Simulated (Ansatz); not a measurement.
**simple cubic against fcc along group 4**

Level of theory: DFT, RPBE, plane waves (420 eV) with PAW, scalar-relativistic in Ansatz. (PAW data from PBE, frozen cores regenerated.)

Each structure is relaxed within its symmetry, in the lowest magnetic state of the tried starts. Differences under about 8 meV lie within the error of the k-point mesh.

```csv
element,E(simple cubic) − E(fcc) (meV/atom),V(simple cubic) (Å³/atom),V(fcc) (Å³/atom),state of simple cubic,state of fcc
Ti,789,19.20,17.96,spin not included,spin not included
Zr,845,25.46,23.82,spin not included,spin not included
Hf,1022,25.65,23.25,spin not included,spin not included
```
